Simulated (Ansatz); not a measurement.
A run of Ansatz 0.2.0 is set up as follows.

File input.yaml:

```yaml
crystal:
  lattice:
    - [-3.80268156, -0.05658243, -0.02181512]
    - [-0.02191438, -0.03167986, -4.13033488]
    - [-0.11316485, -7.97351199, -0.06307272]
  atoms:
    - { symbol: Ba, position: [0.04486322, 0.90916552, 0.49511477] }
    - { symbol: Ba, position: [0.00814907, 0.9218096, 0.02441397] }
    - { symbol: Ti, position: [0.45719229, 0.52057169, 0.20538669] }
    - { symbol: Ti, position: [0.50231709, 0.47064326, 0.76225275] }
    - { symbol: O, position: [0.48144089, 0.03993233, 0.24039032] }
    - { symbol: O, position: [0.45628989, 0.07297889, 0.69356516] }
    - { symbol: O, position: [0.5380255, 0.54058565, 0.44980358] }
    - { symbol: O, position: [0.5290554, 0.55799572, 0.03050014] }
    - { symbol: O, position: [0.98202325, 0.45739828, 0.26038045] }
    - { symbol: O, position: [0.00064341, 0.50891906, 0.83819216] }
hamiltonian:
  xc: r2scan
  pseudopotentials: { kind: paw }
  hubbard: { sites: [{ species: Ti, l: d, u_eff: 1.0 }] }
kpoints:
  mp_grid: { grid: [7, 7, 4] }
  band_path:
    path:
      - [[0.0, -0.5, 0.0], [0.0, 0.0, 0.0], [-0.5, 0.0, 0.0]]
      - [[-0.5, -0.5, 0.0], [0.0, 0.0, 0.0], [0.0, 0.0, -0.5]]
      - [[0.0, -0.5, -0.5], [0.0, 0.0, 0.0], [-0.5, 0.0, -0.5]]
      - [[-0.5, -0.5, -0.5], [0.0, 0.0, 0.0]]
    npoints: 10
scf:
  occupations: { method: fermi_dirac, width: 0.05 }
  n_extra_bands: 25
output:
  forces: true
  stress: true
  eigenvalues: true
  fatbands: false
```

Potentials or basis: Ansatz PAW.

Command:

```console
$ ansatz run input.yaml --threads 4 --pin off --max-ram 11264MiB --backend cpu --events-out ev --progress --plain --runs-dir out
```

Problem. What does it give for the pressure?

Solution. 34.8 GPa.

Problem. Predict the band gap on the k mesh.

Solution. 0.53 eV, indirect (least direct gap 0.63 eV).

Problem. What does it give for the band gap along the path?

Solution. 0.48 eV, indirect (least direct gap 0.63 eV).

Eigenvalues of the final occupation matrices:
| site | spin | trace | eigenvalues |
| --- | --- | --- | --- |
| site 1 | 1 | 1.27 | 0.16 0.22 0.24 0.28 0.36 |
| site 2 | 1 | 1.16 | 0.17 0.20 0.22 0.26 0.30 |

Caveat: a pressure of tens of GPa on the cell as given is suspect, and the run, the potentials or the cell itself is likely at fault; spin-orbit coupling is left out, which moves the levels of the heavy elements; the PAW data sets come from PBE, with cores solved anew for the run's functional, which leaves a small shift of forces and pressure; forces of over 1 eV/Å show positions far from the minimum, so gaps and moduli don't describe the material at rest.
